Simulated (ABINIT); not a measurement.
# ZrC (P6_3/mmc) in ABINIT: settings compared

One crystal, ZrC, is run at these levels: LDA, PBEsol; tasks: relaxation of cell and atoms.

All numbers are computed with ABINIT 10.8.3 (patched build); they aren't measurements. Logs are shortened: lines on timing, memory, paths and dates and some standing lists are left out, and cuts for length are marked. The log counts tension as positive stress, the text compression.

## (1) Starting point

Symmetry: P6_3/mmc, No. 194, hexagonal system. Conventional cell: a = 3.391 Å, b = 3.391 Å, c = 5.290 Å, α = 90.00°, β = 90.00°, γ = 120.00°. Zr (site symmetry -6m2) has 6 C at 2.36 Å as nearest neighbours. C (site symmetry -3m) is surrounded by 6 Zr at 2.36 Å and 2 C at 2.65 Å.

The cell comes from a database or a generator and needn't be the stable form of this composition.

## (2) Relaxation of cell and atoms, LDA

run.abi reads:

```
pp_dirpath "./"
pseudos "Zr.LDA_PW-JTH.xml, C.LDA_PW-JTH.xml"

acell 3.3914762718 3.3914762718 5.290053 Angstrom
rprim
     1.0000000000     0.0000000000     0.0000000000
    -0.5000000000     0.8660254038     0.0000000000
     0.0000000000     0.0000000000     1.0000000000
ntypat 2
znucl 40 6
natom 4
typat 1 1 2 2
xred
     0.6666666667     0.3333333333     0.7500000000
     0.3333333333     0.6666666667     0.2500000000
     0.0000000000     0.0000000000     0.5000000000
     0.0000000000     0.0000000000     0.0000000000
chkprim 0
chksymtnons 0
tolsym 1.0e-6

ecut 517.016339 eV
pawecutdg 38.0

kptopt 1
ngkpt 9 9 5
nshiftk 1
shiftk 0.0 0.0 0.0

ixc 7

nband 20
occopt 3
tsmear 0.05 eV

nstep 100
tolvrs 1.0e-9

iomode 3
prtwf 0
prtden 0
prteig 0
prtebands 0
enunit 2

ionmov 22
ntime 60
tolmxf 0.0005
optcell 2
dilatmx 1.08
ecutsm 0.5
```

Potentials or basis: JTH PAW LDA v2.0.

Launch:

```sh
$ abinit run.abi > log 2>&1
```

run.abo:

```text
.Version 10.8.3 of ABINIT
 Symmetries : space group P6_3/m m c (#194); Bravais hP (primitive hexag.)
================================================================================
 Values of the parameters that define the memory need of the present run
     intxc =       0    ionmov =      22      iscf =      17    lmnmax =      18
     lnmax =       6     mgfft =      45  mpssoang =       3    mqgrid =    3001
     natom =       4  nloc_mem =       2    nspden =       1   nspinor =       1
    nsppol =       1      nsym =      24    n1xccc =       1    ntypat =       2
    occopt =       3   xclevel =       1
       mpw =        1789          nfft =       40500          nkpt =          36
 PAW method is used; the additional fine FFT grid is defined by:
   mgfftf=        60    nfftf =     96000
================================================================================
================================================================================

--------------------------------------------------------------------------------
------------- Echo of variables that govern the present computation ------------
--------------------------------------------------------------------------------
 -outvars: echo values of preprocessed input variables --------
            acell      6.4089613162E+00  6.4089613162E+00  9.9967513615E+00 Bohr
              amu      9.12240000E+01  1.20110000E+01
          chkprim           0
      chksymtnons           0
          dilatmx      1.08000000E+00
             ecut      1.90000000E+01 Hartree
           ecutsm      5.00000000E-01 Hartree
           enunit           2
           ionmov          22
              ixc           7
         kptrlatt        9    0    0      0    9    0      0    0    5
          kptrlen      4.99837568E+01
            natom           4
            nband          20
            ngfft          30      30      45
          ngfftdg          40      40      60
             nkpt          36
            nstep         100
             nsym          24
            ntime          60
           ntypat           2
           occopt           3
          optcell           2
        pawecutdg      3.80000000E+01 Hartree
           prtden           0
        prtebands           0
           prteig           0
            prtwf           0
            rprim      1.0000000000E+00  0.0000000000E+00  0.0000000000E+00
                      -5.0000000000E-01  8.6602540380E-01  0.0000000000E+00
                       0.0000000000E+00  0.0000000000E+00  1.0000000000E+00
          spgroup         194
           tolmxf      5.00000000E-04
           tolsym      1.00000000E-06
           tolvrs      1.00000000E-09
           tsmear      1.83746611E-03 Hartree
            typat      1  1  2  2
           useylm           1
           xangst      1.6957381359E+00  9.7903486925E-01  3.9675397500E+00
                      -2.8261649565E-16  1.9580697385E+00  1.3225132500E+00
                      -3.7652950444E-16  0.0000000000E+00  2.6450265000E+00
                      -3.7652950444E-16  0.0000000000E+00 -2.2024269908E-16
            xcart      3.2044806581E+00  1.8501077706E+00  7.4975635212E+00
                      -5.3406777544E-16  3.7002155412E+00  2.4991878404E+00
                      -7.1153764172E-16  0.0000000000E+00  4.9983756808E+00
                      -7.1153764172E-16  0.0000000000E+00 -4.1619838249E-16
             xred      6.6666666667E-01  3.3333333333E-01  7.5000000000E-01
                       3.3333333333E-01  6.6666666667E-01  2.5000000000E-01
                      -1.1102230246E-16  0.0000000000E+00  5.0000000000E-01
                      -1.1102230246E-16  0.0000000000E+00 -4.1633363423E-17
            znucl       40.00000    6.00000

================================================================================

 chkinp: Checking input parameters for consistency.

================================================================================
== DATASET  1 ==================================================================

--- !DatasetInfo
iteration_state: {dtset: 1, }
dimensions: {natom: 4, nkpt: 36, mband: 20, nsppol: 1, nspinor: 1, nspden: 1, mpw: 1789, }
cutoff_energies: {ecut:  19.0, pawecutdg:  38.0, }
electrons: {nelect:   3.20000000E+01, charge:   0.00000000E+00, occopt:   3.00000000E+00, tsmear:   1.83746611E-03, }
meta: {optdriver: 0, ionmov: 22, optcell: 2, iscf: 17, paral_kgb: 0, }
...

 Exchange-correlation functional for the present dataset will be:
[... 47 lines left out ...]

---SELF-CONSISTENT-FIELD CONVERGENCE--------------------------------------------
[... 658 lines left out ...]
 Difference of energy with previous step (new-old):
           Absolute (Ha)=-7.31575E-07
           Relative     =-6.83703E-09

 At Broyd/MD step   6, gradients are converged :
  max grad (force/stress) = 6.6209E-05 < tolmxf= 5.0000E-04 ha/bohr (free atoms)

================================================================================

 ----iterations are completed or convergence reached----

 Mean square residual over all n,k,spin=   79.691E-12; max=  25.353E-09
 reduced coordinates (array xred) for    4 atoms
       0.666666666667      0.333333333333      0.750000000000
       0.333333333333      0.666666666667      0.250000000000
      -0.000000000000      0.000000000000      0.500000000000
      -0.000000000000      0.000000000000     -0.000000000000
 rms dE/dt=  4.6638E-28; max dE/dt=  1.0771E-27; dE/dt below (all hartree)
    1       0.000000000000     -0.000000000000      0.000000000000
    2       0.000000000000      0.000000000000      0.000000000000
    3       0.000000000000      0.000000000000      0.000000000000
    4       0.000000000000      0.000000000000      0.000000000000

 cartesian coordinates (angstrom) at end:
    1      1.65831278008268     0.95742732999854     3.93189827144886
    2     -0.00000000000000     1.91485465999708     1.31063275714962
    3     -0.00000000000000     0.00000000000000     2.62126551429924
    4     -0.00000000000000     0.00000000000000    -0.00000000000000

 cartesian forces (hartree/bohr) at end:
    1      0.00000000000000     0.00000000000000    -0.00000000000000
    2     -0.00000000000000    -0.00000000000000    -0.00000000000000
    3      0.00000000000000     0.00000000000000    -0.00000000000000
    4      0.00000000000000     0.00000000000000    -0.00000000000000
 frms,max,avg= 9.3906747E-29 2.3563880E-28   0.000E+00  0.000E+00  0.000E+00 h/b

 cartesian forces (eV/Angstrom) at end:
    1      0.00000000000000     0.00000000000000    -0.00000000000000
    2     -0.00000000000000    -0.00000000000000    -0.00000000000000
    3      0.00000000000000     0.00000000000000    -0.00000000000000
    4      0.00000000000000     0.00000000000000    -0.00000000000000
 frms,max,avg= 4.8288791E-27 1.2117034E-26   0.000E+00  0.000E+00  0.000E+00 e/A
 length scales=  6.267513970898  6.267513970982  9.906947850625 bohr
              =  3.316625560165  3.316625560210  5.242531028598 angstroms
 Fermi (or HOMO) energy (hartree) =   0.44731   Average Vxc (hartree)=  -0.46429
 Eigenvalues (hartree) for nkpt=  36  k points:
 kpt#   1, nband= 20, wtk=  0.00247, kpt=  0.0000  0.0000  0.0000 (reduced coord)
  -1.31649   -1.31138   -0.53466   -0.50325   -0.50325   -0.49928   -0.49928   -0.49604
   0.01429    0.16019    0.22478    0.34328    0.34328    0.40753    0.40753    0.48057
   0.49502    0.49502    0.51406    0.51406
      occupation numbers for kpt#   1
   2.00000    2.00000    2.00000    2.00000    2.00000    2.00000    2.00000    2.00000
   2.00000    2.00000    2.00000    2.00000    2.00000    2.00000    2.00000    0.00000
   0.00000    0.00000    0.00000    0.00000
 prteigrs : prtvol=0 or 1, do not print more k-points.

 Fermi (or HOMO) energy (eV) =  12.17188   Average Vxc (eV)= -12.63407
 Eigenvalues (   eV  ) for nkpt=  36  k points:
 kpt#   1, nband= 20, wtk=  0.00247, kpt=  0.0000  0.0000  0.0000 (reduced coord)
 -35.82354  -35.68453  -14.54882  -13.69408  -13.69408  -13.58602  -13.58602  -13.49786
   0.38893    4.35895    6.11659    9.34101    9.34101   11.08947   11.08947   13.07701
  13.47017   13.47017   13.98840   13.98840
 prteigrs : prtvol=0 or 1, do not print more k-points.

--- !EnergyTerms
iteration_state     : {dtset: 1, itime: 6, icycle: 1, }
comment             : Components of total free energy in Hartree
kinetic             :  3.07755462213074E+01
hartree             :  1.36204105365664E+01
xc                  : -1.77184207400126E+01
Ewald energy        : -9.54949921312621E+01
psp_core            :  3.77095006945568E+00
local_psp           : -6.51097752325182E+01
PAW spherical_terms :  2.31546238636778E+01
internal            : -1.07001657412786E+02
'-kT*entropy'       : -1.99016173082107E-04
total_energy        : -1.07001856428959E+02
total_energy_eV     : -2.91166884432540E+03
...

--- !EnergyTermsDC
iteration_state     : {dtset: 1, itime: 6, icycle: 1, }
comment             : '"Double-counting" decomposition of free energy'
band_energy         : -6.87339714468527E+00
Ewald energy        : -9.54949921312621E+01
psp_core            :  3.77095006945568E+00
xc_dc               : -1.15332338644241E+01
PAW spherical_terms :  3.12901046797862E+00
internal            : -1.07001662602937E+02
'-kT*entropy'       : -1.99016173082107E-04
total_energy_dc     : -1.07001861619110E+02
total_energy_dc_eV  : -2.91166898555662E+03
...

--- !EnergyTermsWithPAWCore
iteration_state     : {dtset: 1, itime: 6, icycle: 1, }
comment             : 'Components of total free energy, including PAW core contributions'
Total energy        : -7.26552857433872E+03
Total energy DC     : -7.26552857952887E+03
Total energy (eV)   : -1.97705104317543E+05
Total energy DC (eV): -1.97705104458774E+05
...

 Cartesian components of stress tensor (hartree/bohr^3)
  sigma(1 1)=  6.62092633E-07  sigma(3 2)=  0.00000000E+00
  sigma(2 2)=  6.62092231E-07  sigma(3 1)=  0.00000000E+00
  sigma(3 3)=  4.24369171E-07  sigma(2 1)=  0.00000000E+00

-Cartesian components of stress tensor (GPa)         [Pressure= -1.7148E-02 GPa]
- sigma(1 1)=  1.94794378E-02  sigma(3 2)=  0.00000000E+00
- sigma(2 2)=  1.94794260E-02  sigma(3 1)=  0.00000000E+00
- sigma(3 3)=  1.24853721E-02  sigma(2 1)=  0.00000000E+00

== END DATASET(S) ==============================================================
================================================================================

 -outvars: echo values of variables after computation  --------
            acell      6.2675139709E+00  6.2675139710E+00  9.9069478506E+00 Bohr
           etotal     -1.0700186162E+02
            fcart      2.1480967060E-29  2.1083471594E-28 -0.0000000000E+00
                      -6.4442901180E-29 -2.3563880017E-28 -0.0000000000E+00
                       2.1480967060E-29  1.2402042114E-29 -0.0000000000E+00
                       2.1480967060E-29  1.2402042114E-29 -0.0000000000E+00
            rprim      1.0000000000E+00  0.0000000000E+00  0.0000000000E+00
                      -4.9999999999E-01  8.6602540379E-01  0.0000000000E+00
                       0.0000000000E+00  0.0000000000E+00  1.0000000000E+00
           strten      6.6209263278E-07  6.6209223065E-07  4.2436917072E-07
                       0.0000000000E+00  0.0000000000E+00  0.0000000000E+00
           xangst      1.6583127801E+00  9.5742733000E-01  3.9318982714E+00
                      -2.7292138091E-16  1.9148546600E+00  1.3106327571E+00
                      -3.6821940610E-16  2.0102218442E-29  2.6212655143E+00
                      -3.6821940610E-16  2.0102218442E-29 -2.1826419957E-16
             xred      6.6666666667E-01  3.3333333333E-01  7.5000000000E-01
                       3.3333333333E-01  6.6666666667E-01  2.5000000000E-01
                      -1.1102230246E-16  6.9986925071E-30  5.0000000000E-01
                      -1.1102230246E-16  6.9986925071E-30 -4.1633363423E-17
 Calculation completed.
```

Run time: 2.2 min. Hardware: 1 thread of Intel Xeon 6975P-C (Granite Rapids), shared host; peak memory 0.14 GiB.

What came out:

* Free energy: -2911.6690 eV
* Relaxed volume: 12.49 Å³/atom
* Relaxed cell: a = 3.317 Å, b = 3.317 Å, c = 5.243 Å, α = 90.00°, β = 90.00°, γ = 120.00°
* Space group after relaxing (to 0.05 Å): P6_3/mmc (No. 194)
* Energy gained by relaxing: 27.3 meV/atom
* Ionic steps: 6
* Pressure after relaxing: 0.0 GPa
* Band gap on the k mesh: none (metal or under the smearing width)
* Valence electrons inside the program's atomic spheres: Zr 9.12; C 2.40

The path:
| step | energy change (eV) | largest force (eV/Å) | pressure (GPa) | volume (Å³) |
| --- | --- | --- | --- | --- |
| 1 | 0.0000 | 0.0000 | -11.80 | 52.69 |
| 2 | -0.0956 | 0.0000 | -4.14 | 50.82 |
| 3 | -0.1080 | 0.0000 | 0.34 | 49.86 |
| 4 | -0.1083 | 0.0000 | 0.10 | 49.91 |
| 5 | -0.1090 | 0.0000 | -0.18 | 49.97 |
| 6 | -0.1090 | 0.0000 | -0.02 | 49.94 |

Final structure:
```
CELL_PARAMETERS angstrom
3.31663 0.00000 0.00000
-1.65831 2.87228 0.00000
0.00000 0.00000 5.24253
ATOMIC_POSITIONS crystal
Zr 0.66667 0.33333 0.75000
Zr 0.33333 0.66667 0.25000
C 0.00000 0.00000 0.50000
C 0.00000 0.00000 0.00000
```

## (3) Relaxation of cell and atoms, PBEsol

Changes to run.abi since step 2:

```diff
@@ -1,3 +1,3 @@
 pp_dirpath "./"
-pseudos "Zr.LDA_PW-JTH.xml, C.LDA_PW-JTH.xml"
+pseudos "Zr.upf, C.upf"
 
@@ -21,7 +21,6 @@
 
-ecut 517.016339 eV
-pawecutdg 38.0
+ecut 1115.666836 eV
 
 kptopt 1
-ngkpt 9 9 5
+ngkpt 6 6 4
 nshiftk 1
@@ -29,3 +28,3 @@
 
-ixc 7
+ixc -116133
 
@@ -36,3 +35,3 @@
 nstep 100
-tolvrs 1.0e-9
+tolvrs 1.0e-10
 
@@ -44,2 +43,3 @@
 enunit 2
+prtvol 2
```

Potentials or basis: PseudoDojo NC SR PBEsol v0.4.1 standard.

Launch:

```sh
$ abinit run.abi > log 2>&1
```

run.abo:

```text
.Version 10.8.3 of ABINIT
 Symmetries : space group P6_3/m m c (#194); Bravais hP (primitive hexag.)
================================================================================
 Values of the parameters that define the memory need of the present run
     intxc =       0    ionmov =      22      iscf =       7    lmnmax =       6
     lnmax =       6     mgfft =      64  mpssoang =       3    mqgrid =    3113
     natom =       4  nloc_mem =       1    nspden =       1   nspinor =       1
    nsppol =       1      nsym =      24    n1xccc =    2501    ntypat =       2
    occopt =       3   xclevel =       2
       mpw =        5652          nfft =      102400          nkpt =          21
================================================================================
================================================================================

--------------------------------------------------------------------------------
------------- Echo of variables that govern the present computation ------------
--------------------------------------------------------------------------------
 -outvars: echo values of preprocessed input variables --------
            acell      6.4089613162E+00  6.4089613162E+00  9.9967513615E+00 Bohr
              amu      9.12240000E+01  1.20110000E+01
          chkprim           0
      chksymtnons           0
          dilatmx      1.08000000E+00
             ecut      4.10000000E+01 Hartree
           ecutsm      5.00000000E-01 Hartree
           enunit           2
           ionmov          22
[... 1039 lines left out ...]
total_energy        : -1.13317180668173E+02
total_energy_eV     : -3.08351757146726E+03
band_energy         : -7.40013446893407E+00
...

 Cartesian components of stress tensor (hartree/bohr^3)
  sigma(1 1)= -3.73448312E-07  sigma(3 2)=  0.00000000E+00
  sigma(2 2)= -3.73448764E-07  sigma(3 1)=  0.00000000E+00
  sigma(3 3)=  8.57468159E-07  sigma(2 1)=  0.00000000E+00

-Cartesian components of stress tensor (GPa)         [Pressure= -1.0844E-03 GPa]
- sigma(1 1)= -1.09872287E-02  sigma(3 2)=  0.00000000E+00
- sigma(2 2)= -1.09872420E-02  sigma(3 1)=  0.00000000E+00
- sigma(3 3)=  2.52275842E-02  sigma(2 1)=  0.00000000E+00

== END DATASET(S) ==============================================================
================================================================================

 -outvars: echo values of variables after computation  --------
            acell      6.3071574117E+00  6.3071574118E+00  9.9733459256E+00 Bohr
           etotal     -1.1331718067E+02
            fcart      6.4037847339E-29  2.3415769986E-28 -0.0000000000E+00
                      -2.1345949113E-29 -2.0950952093E-28 -0.0000000000E+00
                      -2.1345949113E-29 -1.2324089466E-29 -0.0000000000E+00
                      -2.1345949113E-29 -1.2324089466E-29 -0.0000000000E+00
            rprim      1.0000000000E+00  0.0000000000E+00  0.0000000000E+00
                      -4.9999999999E-01  8.6602540379E-01  0.0000000000E+00
                       0.0000000000E+00  0.0000000000E+00  1.0000000000E+00
           strten     -3.7344831158E-07 -3.7344876427E-07  8.5746815930E-07
                       0.0000000000E+00  0.0000000000E+00  0.0000000000E+00
           xangst      1.6688019828E+00  9.6348327401E-01  3.9582505325E+00
                      -1.1897070406E-16  1.9269665480E+00  1.3194168442E+00
                      -3.7054847697E-16 -8.9236468024E-44  2.6388336884E+00
                      -3.7054847697E-16 -8.9236468024E-44 -2.1972704392E-16
             xred      6.6666666667E-01  3.3333333333E-01  7.5000000000E-01
                       3.3333333333E-01  6.6666666667E-01  2.5000000000E-01
                      -1.1102230246E-16 -3.0872865304E-44  5.0000000000E-01
                      -1.1102230246E-16 -3.0872865304E-44 -4.1633363423E-17
 Calculation completed.
```

It took 3.4 min on 1 thread of Intel Xeon 6975P-C (Granite Rapids), shared host; peak memory 0.12 GiB.

What came out:

* Free energy: -3083.5176 eV
* Relaxed volume: 12.73 Å³/atom
* Relaxed cell: a = 3.338 Å, b = 3.338 Å, c = 5.278 Å, α = 90.00°, β = 90.00°, γ = 120.00°
* Space group after relaxing (to 0.05 Å): P6_3/mmc (No. 194)
* Energy gained by relaxing: 11.9 meV/atom
* Ionic steps: 5
* Pressure after relaxing: 0.0 GPa
* Band gap on the k mesh: none (metal or under the smearing width)
* Valence electrons inside the program's atomic spheres: Zr 8.40; C 3.81

Step by step:
| step | energy change (eV) | largest force (eV/Å) | pressure (GPa) | volume (Å³) |
| --- | --- | --- | --- | --- |
| 1 | 0.0000 | 0.0000 | -7.52 | 52.69 |
| 2 | -0.0401 | 0.0000 | -2.61 | 51.49 |
| 3 | -0.0467 | 0.0000 | 0.25 | 50.86 |
| 4 | -0.0472 | 0.0000 | 0.21 | 50.87 |
| 5 | -0.0475 | 0.0000 | 0.00 | 50.91 |

Final structure:
```
Zr C
1.0
     3.33760    0.00000    0.00000
    -1.66880    2.89045    0.00000
     0.00000    0.00000    5.27767
Zr C
2 2
Direct
  0.66667 0.33333 0.75000
  0.33333 0.66667 0.25000
  0.00000 0.00000 0.50000
  0.00000 0.00000 0.00000
```

Levels at points of the mesh, in eV from the Fermi level:
```tsv
k point	band 12	band 13	band 14	band 15	band 16	band 17	band 18	band 19	band 20
(0.00, 0.00, 0.00)	-2.51	-2.51	-0.77	-0.77	1.18	1.57	1.57	2.07	2.07
(0.50, 0.00, 0.00)	-3.14	-2.96	-2.64	-1.24	-0.36	1.76	4.59	4.70	4.76
(0.00, 0.00, 0.50)	-2.51	-2.12	-2.12	-2.12	-2.12	3.80	3.80	3.80	3.80
(0.50, 0.00, 0.50)	-3.28	-2.57	-2.57	-1.80	-1.80	1.80	1.80	4.58	4.58
```
